## The quantity

The pressure of a crystal is the rate at which its energy falls as its volume grows, P = −dE/dV. It is positive when the crystal pushes outward and negative when it pulls inward. Here the same carbon crystal, a four-layer hexagonal stacking of diamond, is held in one fixed cell with its atoms at rest. The pressure is then computed with force fields and with three density functionals.

Two rough sizes are worth remembering. In diamond, one percent of mismatch in bond length costs about 13 GPa. Common density functionals misjudge that bond by a few tenths of a percent up to about one percent, so pressures of a few GPa up to somewhat over ten GPa are normal in a cell taken from experiment.

Static-lattice pressure of hexagonal carbon (P6_3/mmc, 8 atoms, 5.67 Å³/atom) in one fixed cell, from classical force fields and Kohn-Sham DFT; positive values mean compression. The basis column gives the plane-wave cutoff or, for LAPW, the target basis error. The Ansatz pressure is given without the program's Pulay correction of the stress.

```csv
method,rung,program,potentials,basis,k mesh,smearing,pressure (GPa)
LCBOP,force field,LAMMPS-through-ASE,C.lcbop,default,none 8-atom-cell,none 0eV,-0.240
Tersoff,force field,LAMMPS-through-ASE,SiC.tersoff.zbl,default,none 8-atom-cell,none 0eV,-3.170
Tersoff,force field,LAMMPS-through-ASE,SiC_1994.tersoff,default,none 8-atom-cell,none 0eV,-3.890
Tersoff-Brenner,force field,matscipy-through-ASE,Erhart_PRB_71_035211_SiC,default,none 8-atom-cell,none 0eV,-0.400
LDA,LDA,ABINIT,JTH-PAW-LDA-v2.0,544.228 eV,16x16x5 8-atom-cell,fermi-dirac 0.05eV,-13.270
PBE,GGA,Ansatz LAPW,"all-electron-LAPW,-scalar-relativistic",0.001 eV/atom-basis-error,12x12x4 8-atom-cell,fermi-dirac 0.05eV,2.230
PBE,GGA,ABINIT,JTH-PAW-PBE-v2.0,544.228 eV,5x5x2 8-atom-cell,fermi-dirac 0.05eV,1.890
PBE,GGA,GPAW,GPAW-PAW-data-sets-(gpaw-data-1.2.1),600 eV,10x10x3 8-atom-cell,fermi-dirac 0.05eV,2.630
PBEsol,GGA,ABINIT,JTH-PAW-PBE-v2.0,544.228 eV,10x10x3 8-atom-cell,fermi-dirac 0.05eV,-4.820
```

## The rule

Every method has its own preferred bond length d₀, at which its pressure is zero. If the cell imposes another bond length d, the crystal responds like a spring. Near the energy minimum the pressure is P ≈ B(V₀ − V)/V, where V is the imposed volume, V₀ the preferred one and B the bulk modulus, which measures stiffness against uniform compression. Volume grows as the cube of bond length, so a small relative change in length counts three times:

P ≈ 3B (d₀ − d)/d

For diamond B is roughly 440 GPa. One percent of mismatch therefore gives 3 × 440 GPa × 0.01 = 13.2 GPa. A method that prefers shorter bonds than the cell offers gives a negative pressure, and one that prefers longer bonds gives a positive pressure.

The rule needs one stiffness for the material and one bond error for each method. The imposed bond, 1.544 Å, is close to the measured one in diamond, so the familiar errors against experiment can be used directly. Rough values are −0.9 % for LDA, −0.3 % for PBEsol and +0.2 % for PBE. They come from earlier calculations with these functionals, so the rule translates a known error in length into a pressure; it does not predict the error itself.

## Why the functionals differ

LDA treats each point of the crystal as if it belonged to a uniform electron gas, and it binds solids too tightly. Gradient corrections lower the energy where the density varies strongly. Stretching a bond makes the density more uneven, so these corrections favour the stretched crystal and add an outward push. PBEsol has a weaker gradient correction to exchange than PBE, and so it should lie between LDA and PBE.

The table has this order. From LDA to PBEsol the pressure rises by about 8 GPa, and from PBEsol to the mean of the PBE runs by another 7 GPa. PBEsol and PBE stand on the same rung, GGA, so the rung alone is not enough for an estimate. One has to know how strongly the particular functional favours long bonds.

The choice of functional also outweighs the choice of program here. The three PBE runs differ in program, potentials, basis and k mesh, yet their pressures span only about 0.7 GPa. That is about a tenth of the step from PBEsol to PBE.

## Two rows worked

**LDA.** The preferred bond is 0.9 % shorter than the imposed one, or 1.544 Å × 0.991 = 1.530 Å. The cell therefore stretches the LDA crystal, which pulls inward. The estimate is −0.9 × 13.2 GPa = −11.9 GPa, and the computed pressure is −13.3 GPa. The estimate is too weak by about a tenth of the computed value.

**PBEsol.** The preferred bond is 0.3 % shorter, which gives −0.3 × 13.2 GPa = −4.0 GPa. The computed pressure is −4.8 GPa, so the estimate is too weak by nearly a fifth of that value. This run used atomic data sets made for PBE, which may account for part of the difference; that has not been tested.

Neither row was used to set the rule. Pressure is so sensitive to length that a small error in the assumed bond could explain either miss. Read backwards, the rule turns the computed LDA pressure into a mismatch of −1.0 % instead of −0.9 %. A tenth of a percent in the assumed bond error would thus close the gap, and the estimate can be no sharper than one's knowledge of that error. The runs themselves may contribute as well. A plane-wave basis that is cut off too early tends to make the computed pressure too negative, which is the direction of both misses. The table has no second cutoff for either functional to test this.

## Accuracy over the table

For the five density-functional rows the typical (root-mean-square) miss is 0.8 GPa, and the largest is the 1.4 GPa of LDA. This is good enough to tell the three functionals apart. It is too coarse to judge differences between programs that run the same functional.

The force fields need a different assumption. Their parameters were adjusted to known properties of carbon, diamond among them, so the simplest guess is that they reproduce the measured bond and give zero pressure. This works for LCBOP and Tersoff-Brenner, which stay within half a GPa of zero. The two Tersoff parameter sets give −3.2 and −3.9 GPa. If these models are about as stiff as diamond, they prefer bonds some 0.2 to 0.3 % too short.

Over all nine rows the typical miss is 1.8 GPa, against 5.2 GPa for someone who guessed zero everywhere. As a rough check, the slope was also fitted to all nine rows with the same bond errors, the two worked rows included. It came out at 14 ± 2 GPa per percent, in agreement with the 13 GPa used here, though the LDA row largely decides it. The force fields, with an assumed error of zero, have no influence on the slope, and the fit cannot separate the stiffness from the assumed bond errors. The output after this text lists the estimates and the fit.

## A softer neighbour

Silicon has the same tetrahedral network, and the three functionals order its bond lengths in the same way. Its bulk modulus, however, is only roughly 100 GPa, so one percent of mismatch costs about 3 GPa. The same relative error in bond length would therefore show up as a pressure about four times smaller than in diamond. A small pressure in a soft crystal can hide a bond error that would be conspicuous in a stiff one.

## Limits of the range

**Large mismatch.** The rule treats the crystal as a spring of constant stiffness, but a compressed crystal stiffens. For a preferred bond 5 % longer than the imposed one, the rule gives 66 GPa. The Murnaghan equation, which lets the stiffness grow with pressure, gives about 85 GPa. Within one percent, as in this table, the straight line is adequate.

**Direction.** The rule gives the mean of the stresses along the three axes, and that mean can hide a strain in the shape of the cell. In the all-electron PBE run the crystal pulls inward by 1.9 GPa in the plane of the layers and pushes outward by 10.4 GPa along the stacking axis. Its small mean pressure is partly a cancellation, and the cell would relax by growing taller and narrower. The LDA run has almost the same difference between axis and plane, about 12 GPa, so changing the functional mainly shifts the mean.

This difference belongs to the stacking. The cell has the ideal proportions of cubic diamond, with equal bonds and perfect tetrahedral angles, whereas the hexagonal stacking prefers slightly different ones. The Tersoff and Tersoff-Brenner models reach only to the nearest neighbours and cannot tell the two stackings apart. Their stresses are equal in all directions to within 0.01 GPa.

**The meaning of zero.** A pressure near zero is not a sign of an accurate method. In a real crystal the atoms vibrate even at the lowest temperature, and this motion lengthens the measured bond of diamond by roughly 0.4 %. The calculations hold the atoms still, so by the same rule an exact method would give about −5 GPa in this cell. Judged against that mark, PBEsol does better than PBE, although the PBE pressures are closer to zero. A force field adjusted to the measured bond has the effect of vibration built into its parameters, which is why zero is a sensible guess for it.

Output of the analysis:

```
Rule against table:
              row  assumed bond mismatch in percent  estimate in GPa  computed in GPa  estimate less computed in GPa  mismatch read back in percent
            LCBOP                                 0                0            -0.24                           0.24                       -0.01818
          Tersoff                                 0                0            -3.17                           3.17                        -0.2402
          Tersoff                                 0                0            -3.89                           3.89                        -0.2947
  Tersoff-Brenner                                 0                0             -0.4                            0.4                        -0.0303
              LDA                              -0.9           -11.88           -13.27                           1.39                         -1.005
              PBE                               0.2             2.64             2.23                           0.41                         0.1689
              PBE                               0.2             2.64             1.89                           0.75                         0.1432
              PBE                               0.2             2.64             2.63                           0.01                         0.1992
           PBEsol                              -0.3            -3.96            -4.82                           0.86                        -0.3652
Pressure per percent of bond mismatch in GPa: 13.2
Pressure from a rounding error of 0.05 percent in GPa: 0.66
Rms miss over all rows in GPa: 1.789
Rms miss over the density-functional rows in GPa: 0.8249
Rms miss over the force-field rows in GPa: 2.52
Rms of the computed pressures (miss of the guess zero) in GPa: 5.166
Spread of the three PBE runs in GPa: 0.74
Mean PBE less LDA in GPa: 15.52
Mean PBE less PBEsol in GPa: 7.07
PBEsol less LDA in GPa: 8.45
fit of result_pressure on 9 rows: coefficient of e_pct 14.45 +/- 1.8; rms 1.74, worst Tersoff 3.89, leave-one-out rms 1.79
Bulk modulus implied by the free slope in GPa: 481.7
Murnaghan estimate for LDA in GPa: -11.37
Linear estimate at 5 percent compression mismatch in GPa: 66
Murnaghan estimate at 5 percent compression mismatch in GPa: 84.79
Axial less in-plane stress in the LDA run in GPa: 12.43
Axial less in-plane stress in the Ansatz PBE run in GPa: 12.3
Rough pressure equivalent of zero-point expansion in GPa: 5.28
```
